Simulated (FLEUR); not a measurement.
SiC (Moissanite): equation of state with PBEsol

SiC (Moissanite):

```
Si C
1.0
     3.07600    0.00000    0.00000
    -1.53800    2.66389    0.00000
     0.00000    0.00000    5.04800
Si C
2 2
Direct
  0.66667 0.33333 0.50000
  0.33333 0.66667 0.00000
  0.66667 0.33333 0.88500
  0.33333 0.66667 0.38500
```

| Item | Value |
| --- | --- |
| Program | FLEUR MaX-R8.1 (later development tree) |
| Task | equation of state |
| Functional | PBEsol |
| Potentials or basis | all-electron |
| Basis | FLAPW |
| Kmax | 5.76 1/bohr |
| k mesh | 10 × 10 × 5 |
| Occupations | fermi-dirac, width 0.05 eV |
| Spin | no spin polarisation |

The equilibrium volume is 10.35 Å³/atom, the bulk modulus at fixed shape and positions is 221 GPa and the pressure derivative of the bulk modulus is 3.9.

Energy against volume, from the lowest point:
| volume (Å³/atom) | energy (meV/atom) |
| --- | --- |
| 9.721 | 29.38 |
| 9.927 | 12.82 |
| 10.134 | 3.24 |
| 10.341 | 0.00 |
| 10.548 | 2.51 |
| 10.755 | 10.22 |
| 10.961 | 22.66 |

Caveat: the cell was scaled at fixed shape and fractional positions, which overstates the stiffness of a crystal with free parameters, most of all of layers and chains.
